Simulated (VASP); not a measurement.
# BAs (F-43m) in VASP: elastic constants with PBE

Aim: the elastic constants of BAs with PBE.

Program: VASP 6.6.1. These are calculated values, not measurements. Logs are shortened: lines on timing, memory, paths and dates and some standing lists are left out, and cuts for length are marked.

## 1. The structure

Symmetry: F-43m, No. 216, cubic system. The conventional cell has a = 4.777 Å, b = 4.777 Å, c = 4.777 Å, α = 90.00°, β = 90.00°, γ = 90.00°. Around B (site symmetry -43m) lie 4 As at 2.07 Å. As (site symmetry -43m) is surrounded by 4 B at 2.07 Å.

## 2. Elastic constants, PBE

File POSCAR:

```
BAs
1.0
    0.0000000000      2.3885000000      2.3885000000
    2.3885000000      0.0000000000      2.3885000000
    2.3885000000      2.3885000000      0.0000000000
B As
1 1
Direct
    0.0000000000      0.0000000000      0.0000000000
    0.2500000000      0.2500000000      0.2500000000
```

File INCAR.step1:

```
SYSTEM = BAs
ALGO = Fast
EDIFF = 1E-8
EDIFFG = -0.002
ENCUT = 600
GGA = PE
IBRION = 2
ISIF = 3
ISMEAR = 0
LASPH = .True.
LCHARG = .False.
LREAL = .False.
LWAVE = .False.
NELM = 100
NSW = 40
PREC = Accurate
SIGMA = 0.02
```

File INCAR.step2:

```
SYSTEM = BAs
ALGO = Fast
EDIFF = 1E-8
ENCUT = 600
GGA = PE
IBRION = 6
ISIF = 3
ISMEAR = 0
LASPH = .True.
LCHARG = .False.
LREAL = .False.
LWAVE = .False.
NELM = 100
NFREE = 2
NSW = 1
POTIM = 0.015
PREC = Accurate
SIGMA = 0.02
```

File KPOINTS:

```
k-points
0
Gamma
  10 10 10
  0 0 0
```

Potentials or basis: VASP PAW PBE potentials, release 64 (B, As).

Command:

```console
$ cat potpaw_PBE.64/B/POTCAR potpaw_PBE.64/As/POTCAR > POTCAR
$ cp INCAR.step1 INCAR
$ mpirun -np 1 vasp_std > vasp.out
$ cp CONTCAR POSCAR
$ cp INCAR.step2 INCAR
$ mpirun -np 1 vasp_std > vasp.out
```

OUTCAR:

```text
SYSTEM = BAs
   EDIFF = 1E-8
   ENCUT = 600
   GGA = PE
   IBRION = 6
   ISIF = 3
   ISMEAR = 0
   LASPH = .True.
   LREAL = .False.
   NELM = 100
   NFREE = 2
   NSW = 1
   POTIM = 0.015
   PREC = Accurate

 ion  position               nearest neighbor table
   1  0.000  0.000  0.000-   2 2.09   2 2.09   2 2.09   2 2.09
   2  0.250  0.250  0.250-   1 2.09   1 2.09   1 2.09   1 2.09

  LATTYP: Found a face centered cubic cell.
 ALAT       =     4.8163198008

  Lattice vectors:

 A1 = (   0.0000000000,   2.4081599004,   2.4081599004)
 A2 = (   2.4081599004,   0.0000000000,   2.4081599004)
 A3 = (   2.4081599004,   2.4081599004,   0.0000000000)

Analysis of symmetry for initial positions (statically):
=====================================================================
 Subroutine PRICEL returns:
 Original cell was already a primitive cell.

 Routine SETGRP: Setting up the symmetry group for a
 face centered cubic supercell.

 Subroutine GETGRP returns: Found 24 space group operations
 (whereof 24 operations were pure point group operations)
 out of a pool of 48 trial point group operations.

The static configuration has the point symmetry T_d .

Analysis of symmetry for dynamics (positions and initial velocities):
=====================================================================
 Subroutine PRICEL returns:
 Original cell was already a primitive cell.

 Routine SETGRP: Setting up the symmetry group for a
 face centered cubic supercell.

 Subroutine GETGRP returns: Found 24 space group operations
 (whereof 24 operations were pure point group operations)
 out of a pool of 48 trial point group operations.

The dynamic configuration has the point symmetry T_d .

[... 354 lines left out ...]
      4       5.9612      2.00000
      5       9.0225      0.00000
      6       9.1019      0.00000
      7       9.1843      0.00000
      8      10.2335      0.00000
[... 243 lines left out ...]
 k-point    24 :       0.4000    0.3000    0.0000
  band No.  band energies     occupation
      1      -6.7428      2.00000
      2      -0.5590      2.00000
      3       2.0099      2.00000
      4       2.4584      2.00000
      5       7.5607      0.00000
      6       9.2406      0.00000
      7      14.5307      0.00000
      8      14.7896      0.00000

 [... further k-points ...]

------------------------ aborting loop because EDIFF is reached ----------------------------------------

  FORCE on cell =-STRESS in cart. coord.  units (eV):
  Direction    XX          YY          ZZ          XY          YZ          ZX
  --------------------------------------------------------------------------------------
  -------------------------------------------------------------------------------------
  Total        0.0013608      0.0045374      0.0045374      0.0000000      0.0995102      0.0000000
  in kB        0.0780555      0.2602731      0.2602731      0.0000000      5.7081062      0.0000000
  external PRESSURE =       0.1995339 kB  Pullay stress =       0.0000000 kB
[... 17 lines left out ...]
  FREE ENERGIE OF THE ION-ELECTRON SYSTEM (eV)
  ---------------------------------------------------
  free  energy   TOTEN  =       -11.4127292273 eV

  energy  without entropy=      -11.4127292273  energy(sigma->0) =      -11.41272923

 INTERNAL STRAIN TENSORS FROM STRAINED CELLS
 ============================================

 INTERNAL STRAIN TENSOR FOR ION    1 for displacements in x,y,z  (eV/Angst):
          X           Y           Z          XY          YZ          ZX
  --------------------------------------------------------------------------------
  x     0.00000    -0.00000    -0.00000     0.00000     6.63340    -0.00000
  y    -0.00000     0.00000    -0.00000     0.00000     0.00000     6.63350
  z    -0.00000    -0.00000     0.00000     6.63352     0.00000    -0.00000

 INTERNAL STRAIN TENSORS FROM DISPLACED ATOMS
 ============================================

 INTERNAL STRAIN TENSOR FOR ION    1 for displacements in x,y,z  (eV/Angst):
          X           Y           Z          XY          YZ          ZX
  --------------------------------------------------------------------------------
  x     0.00000    -0.00000    -0.00000     0.00000     6.63272     0.00000
  y    -0.00000     0.00000    -0.00000     0.00000     0.00000     6.63272
  z    -0.00000    -0.00000     0.00000     6.63272     0.00000     0.00000

 INTERNAL STRAIN TENSOR FOR ION    2 for displacements in x,y,z  (eV/Angst):
          X           Y           Z          XY          YZ          ZX
  --------------------------------------------------------------------------------
  x     0.00000    -0.00000    -0.00000     0.00000    -6.63201     0.00000
  y    -0.00000     0.00000    -0.00000     0.00000     0.00000    -6.63201
  z    -0.00000    -0.00000     0.00000    -6.63201     0.00000     0.00000

 Eigenvectors and eigenvalues of the dynamical matrix
 ----------------------------------------------------

   1 f  =   20.355093 THz   127.894819 2PiTHz  678.972807 cm-1    84.181861 meV
             X         Y         Z           dx          dy          dz
      0.000000  0.000000  0.000000     0.000000    0.934826    0.000000
      1.204080  1.204080  1.204080     0.000000   -0.355107    0.000000
[... 21 lines left out ...]
   6 f/i=    0.000001 THz     0.000005 2PiTHz    0.000028 cm-1     0.000004 meV
             X         Y         Z           dx          dy          dz
      0.000000  0.000000  0.000000     0.000000    0.000000   -0.355107
      1.204080  1.204080  1.204080     0.000000    0.000000   -0.934826

--------------------------------------------------------------------------------------------------------

 ELASTIC MODULI CONTR FROM IONIC RELAXATION (kBar)
 Direction    XX          YY          ZZ          XY          YZ          ZX
 --------------------------------------------------------------------------------
 XX          -0.0000      0.0000      0.0000     -0.0000      0.0000     -0.0000
 YY           0.0000     -0.0000     -0.0000     -0.0000     -0.0000      0.0000
 ZZ           0.0000     -0.0000     -0.0000      0.0000     -0.0000     -0.0000
 XY          -0.0000     -0.0000      0.0000   -157.5395      0.0000      0.0000
 YZ           0.0000     -0.0000     -0.0000      0.0000   -157.5395      0.0000
 ZX          -0.0000      0.0000     -0.0000      0.0000      0.0000   -157.5395
 --------------------------------------------------------------------------------

 TOTAL ELASTIC MODULI (kBar)
 Direction    XX          YY          ZZ          XY          YZ          ZX
 --------------------------------------------------------------------------------
 XX        2664.1004    647.7932    647.7932     -0.0000      0.0000     -0.0000
 YY         647.7932   2664.1004    647.7932     -0.0000     -0.0000      0.0000
 ZZ         647.7932    647.7932   2664.1004      0.0000     -0.0000     -0.0000
 XY          -0.0000     -0.0000      0.0000   1441.9330      0.0000      0.0000
 YZ           0.0000     -0.0000     -0.0000      0.0000   1441.9330      0.0000
 ZX          -0.0000      0.0000     -0.0000      0.0000      0.0000   1441.9330
 --------------------------------------------------------------------------------
```

OUTCAR.step1:

```text
SYSTEM = BAs
   EDIFF = 1E-8
   EDIFFG = -0.002
   ENCUT = 600
   GGA = PE
   IBRION = 2
   ISIF = 3
   ISMEAR = 0
   LASPH = .True.
   LREAL = .False.
[... 555 lines left out ...]
  -------------------------------------------------------------------------------------
  Total        0.0011421      0.0011421      0.0011421     -0.0000000      0.0000000      0.0000000
  in kB        0.0655119      0.0655119      0.0655119     -0.0000000      0.0000000      0.0000000
  external PRESSURE =       0.0655119 kB  Pullay stress =       0.0000000 kB
[... 17 lines left out ...]
  FREE ENERGIE OF THE ION-ELECTRON SYSTEM (eV)
  ---------------------------------------------------
  free  energy   TOTEN  =       -11.4143845588 eV

  energy  without entropy=      -11.4143845588  energy(sigma->0) =      -11.41438456

 reached required accuracy - stopping structural energy minimisation
```

Run time: 4.3 min. Hardware: 1 thread of Intel Xeon 6975P-C (Granite Rapids), shared host; peak memory 0.3 GiB.

Results:

- Relaxed volume: 13.97 Å³/atom
- Relaxed cell: a = 3.406 Å, b = 3.406 Å, c = 3.406 Å, α = 60.00°, β = 60.00°, γ = 60.00°
- Space group after relaxing (to 0.05 Å): F-43m (No. 216)
- Elastic constants C11, C12, C44: 266, 65, 144 GPa
- Voigt bulk modulus: 132 GPa
- Highest phonon frequency at Γ, LO-TO splitting left out: 679 cm⁻¹

The path:
```csv
step,energy change (eV),largest force (eV/Å),pressure (GPa),volume (Å³)
1,0.0000,0.0000,3.42,27.25
2,-0.0037,0.0000,-2.19,28.42
3,-0.0071,0.0000,0.01,27.93
```

Final structure:
```
B As
1.0
     0.00000    2.40816    2.40816
     2.40816    0.00000    2.40816
     2.40816    2.40816    0.00000
B As
1 1
Direct
  0.00000 0.00000 0.00000
  0.25000 0.25000 0.25000
```

Phonon frequencies in cm⁻¹ (negative: imaginary):
```tsv
q point	frequencies
(0.000, 0.000, 0.000)	0 0 0 679 679 679
```

Elastic tensor in Voigt notation (GPa, in the Cartesian axes of the cell as first typed):
```
266  65  65   0   0   0
 65 266  65   0   0   0
 65  65 266   0   0   0
  0   0   0 144   0   0
  0   0   0   0 144   0
  0   0   0   0   0 144
```

Clamped-ion elastic tensor (GPa):
```
266  65  65   0   0   0
 65 266  65   0   0   0
 65  65 266   0   0   0
  0   0   0 160   0   0
  0   0   0   0 160   0
  0   0   0   0   0 160
```
